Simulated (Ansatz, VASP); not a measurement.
## AlN in VASP and in Ansatz

```xyz
4
Lattice="3.2306 0.0000 0.0000 -1.6153 2.7978 0.0000 0.0000 0.0000 4.0620" Properties=species:S:1:pos:R:3 pbc="T T T"
Al    0.0000    1.8652    3.0465
Al    1.6153    0.9326    1.0155
N     0.0000    1.8652    1.0155
N     1.6153    0.9326    3.0465
```

Alike in both runs: task single point; functional PBE; k mesh 9 × 9 × 6; occupations gaussian, width 0.05 eV; no spin polarisation.

|  | VASP | Ansatz |
| --- | --- | --- |
| version | VASP 6.6.1 | Ansatz 0.2.0 |
| potentials or method | VASP PAW PBE potentials, release 64 (Al, N) | scalar-relativistic, plane waves, PAW |
| plane-wave cutoff (eV) | 520 | 520 |
| valence electrons in the cell | 16 | 16 |

```tsv
	VASP	Ansatz	Ansatz less VASP
gap on the k mesh at the Fermi level (eV)	3.88	3.87	-0.013
least direct gap on the mesh (eV)	3.88	3.87	-0.013
pressure (GPa)	19.4	19.5	+0.14
largest component of the traceless stress (GPa)	1.49	1.63	+0.142
```

With one functional, cell and mesh, what is left measures potentials, basis and numerics.

Caveats: so large a pressure means that the cell lies far from this level's equilibrium, or that cutoff or potentials fall short (VASP); an odd mesh through Γ misses points on the zone boundary, where band edges often lie. PBE gaps usually lie below the measured ones, often by a third to a half.
